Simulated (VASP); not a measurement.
Here is a VASP 6.6.1 calculation.

INCAR

```
SYSTEM = GaP
PREC = Accurate
ENCUT = 600
EDIFF = 1E-6
ISMEAR = 0
SIGMA = 0.03
LREAL = .FALSE.
LASPH = .TRUE.
NELM = 80
ALGO = Normal
ISIF = 3
LWAVE = .FALSE.
LCHARG = .FALSE.
METAGGA = R2SCAN
LMIXTAU = .TRUE.
IBRION = 2
NSW = 90
EDIFFG = -0.01
```

KPOINTS

```
regular mesh
0
G
  8 8 8
  0 0 0
```

The input POSCAR:

```
GaP
1.0
    0.0000000000      2.7252500000      2.7252500000
    2.7252500000      0.0000000000      2.7252500000
    2.7252500000      2.7252500000      0.0000000000
Ga P
1 1
Direct
    0.0000000000      0.0000000000      0.0000000000
    0.2500000000      0.2500000000      0.2500000000
```

Potentials or basis: VASP PAW PBE potentials, release 64 (Ga_d, P).

Command:

```bash
$ cat potpaw_PBE.64/Ga_d/POTCAR potpaw_PBE.64/P/POTCAR > POTCAR
$ mpirun -np 1 vasp_std > vasp.out
```

(1) Predict the band gap on the k mesh.

## Answers

(1) 1.90 eV, indirect (least direct gap 2.34 eV).

Caveat: the relaxation stopped at its first step, so nothing moved.
